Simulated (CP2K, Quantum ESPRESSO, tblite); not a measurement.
# How far do other methods lie from plane waves? C(110) slab, H on the bottom face, stepped (156 atoms)

Aim: forces of C(110) slab, H on the bottom face, stepped (156 atoms) at one geometry, from other programs and methods, against plane-wave PBE.

Results are calculated, not measured.

## 1. The structure

The cell holds 156 atoms (132 C and 24 H), with edges of 10.09, 10.70 and 17.20 Å. Recipe: diamond-structure C (a = 3.567 Å), (110) slab of 6 atomic planes, 4 x 3 surface cells, H on the broken bonds of the bottom face, 10 Å of vacuum; the top repeat layer removed from part of the cell (two steps); displaced by a Gaussian of 0.02 Å. Then every atom was moved at random, 0.03 Å r.m.s. a Cartesian component (hydrogen 0.6 of that).

## 2. The reference input

Quantum ESPRESSO 7.5: Kohn-Sham DFT, PBE, SSSP efficiency 1.3.0 pseudopotentials, plane waves. Its input, pw.in:

```
&control
  calculation = 'scf'
  pseudo_dir = './pseudo'
  outdir = './tmp'
  disk_io = 'none'
  tprnfor = .true.
/
&system
  ibrav = 0
  nat = 156
  ntyp = 2
  ecutwfc = 60
  ecutrho = 480
  nosym = .true.
  occupations = 'smearing'
  smearing = 'fd'
  degauss = 0.003675
/
&electrons
  conv_thr = 7.8e-07
  electron_maxstep = 100
  mixing_beta = 0.2
  mixing_mode = 'local-TF'
  diagonalization = 'david'
/
ATOMIC_SPECIES
C 12.011 C.upf
H 1.008 H.upf
CELL_PARAMETERS angstrom
10.08900 0.00000 0.00000
0.00000 10.70100 0.00000
0.00000 0.00000 17.19561
ATOMIC_POSITIONS crystal
C 0.87196 0.17091 0.34335
C 0.00066 0.08152 0.34223
C 0.99597 0.00215 0.41602
C 0.87532 0.25287 0.41632
[... 150 atom lines left out ...]
H 0.62676 0.89277 0.29185
H 0.74791 0.69290 0.29140
K_POINTS gamma
```

```console
$ OMP_NUM_THREADS=1 mpirun -np 4 pw.x -in pw.in > output.txt
```

The job ended after 7.5 min (4 MPI ranks of Arm Neoverse V2, shared host; peak memory 8.9 GiB; 30 min of CPU time).

It converged with an r.m.s. force component of 1.8 eV/Å.

## 3. What was run beside it

- CP2K 2026.2: Gaussian basis with GTH pseudopotentials and a plane-wave density; labels give functional, basis (MOLOPT sets; SR short-range, UZH the newer set with its own potentials), grid cutoff/relative cutoff and solver (OT: orbital transformation; TRS4, TC2, SIGN: linear-scaling purification with its sparsity filter), or its built-in tight binding.
- tblite 0.8.0: extended tight binding, driven from Python.

All use the same cell and atoms, and the electronic-structure runs the same k-mesh.

## 4. All runs compared

Differences are against the reference: forces as r.m.s. over components, share as that over the reference's r.m.s. force, slope as the fitted ratio of a run's forces to the reference's.

| run | Δ force, r.m.s. (meV/Å) | share (%) | slope | cores | CPU time | memory (GiB) |
| --- | --- | --- | --- | --- | --- | --- |
| reference | - | - | - | 4 | 30 min | 8.9 |
| CP2K PBE+D3, DZVP-UZH, 450/50 Ry, diagonalisation | 46.3 | 2.61 | 1.019 | 4 | 16 min | 4.9 |
| CP2K PBE, DZVP-UZH, 157/50 Ry, diagonalisation (coarse) | 163 | 9.18 | 1.019 | 4 | 14 min | 2.0 |
| CP2K PBE, DZVP-UZH, 315/50 Ry, diagonalisation (coarse) | 46.9 | 2.64 | 1.019 | 4 | 17 min | 3.4 |
| CP2K PBE, DZVP-UZH, 450/50 Ry, diagonalisation | 45.7 | 2.57 | 1.019 | 4 | 16 min | 4.8 |
| CP2K PBE, SZV-MOLOPT-SR, 450/50 Ry, diagonalisation (coarse) | 601 | 33.8 | 1.274 | 2 | 6.4 min | 3.6 |
| CP2K PBEsol, PBE potentials, DZVP-UZH, 450/50 Ry, diagonalisation | 98.2 | 5.53 | 1.026 | 4 | 16 min | 4.8 |
| tblite GFN2-xTB | 286 | 16.1 | 0.972 | 1 | 11 s | 0.14 |

Rows marked coarse were listed beforehand as settings not expected to be converged; some can still land near the reference.

CPU time is summed over cores on shared hosts, so it is rough.

## 5. Findings

Forces lie from 2.6 % (CP2K PBE, DZVP-UZH, 450/50 Ry, diagonalisation) to 34 % (CP2K PBE, SZV-MOLOPT-SR, 450/50 Ry, diagonalisation, coarse) of the reference's r.m.s. force of 1.8 eV/Å away from it. The PBE run in local orbitals, coarse settings apart, differs by 2.6 % (CP2K PBE, DZVP-UZH, 450/50 Ry, diagonalisation); basis, grid and potentials can all enter. Tight binding differs by 16 % (tblite GFN2-xTB); it is another model, with fitted parameters of its own, and the xTB methods hold dispersion. Rows with another functional or a dispersion term differ by 2.6 % (CP2K PBE+D3, DZVP-UZH, 450/50 Ry, diagonalisation) to 5.5 % (CP2K PBEsol, PBE potentials, DZVP-UZH, 450/50 Ry, diagonalisation), which mixes the change of model with differences of basis and potentials, some of them made for another functional.

Runs with settings chosen to be coarse differ by 2.6 % (CP2K PBE, DZVP-UZH, 315/50 Ry, diagonalisation) to 34 % (CP2K PBE, SZV-MOLOPT-SR, 450/50 Ry, diagonalisation), their programs' other errors included. CP2K PBE, SZV-MOLOPT-SR, 450/50 Ry, diagonalisation stiffens the forces by a factor of 1.27 while following their directions (correlation 0.988); the slopes of the 6 CP2K runs lie between 1.02 and 1.27. From CP2K PBE, DZVP-UZH, 157/50 Ry, diagonalisation to the finer CP2K PBE, DZVP-UZH, 450/50 Ry, diagonalisation the share falls from 9.2 to 2.6 %.

Caveats: Periodic xTB results under one method name differ between programs and library versions. The runs have no spin polarisation, so any moments at edges, vacancies or dangling bonds can't form. The electronic-structure runs sample only Γ, in a cell whose shortest periodic width is 10 Å, which is coarse for a cell with partly filled levels. The slab repeats along its normal with no dipole correction. Where levels are smeared, the DFT runs use Fermi–Dirac occupations at 580 K (0.05 eV), and energies are free energies. The atoms were displaced at random, and shares hang on the size of the forces that this gives. The reference's cutoffs and mesh weren't converged further here.

[Logs are printed without paths, hosts, clocks, repeated set-up lines and the standing remarks that a program may print on its own settings, such as how far it seeks lower states.]

[Hosts, paths, dates, database ids (printed as entryN), source tags and the programs' standing remarks are cut or masked in the printed files.]

[Cells were taken only where this reference lay near another plane-wave run.]
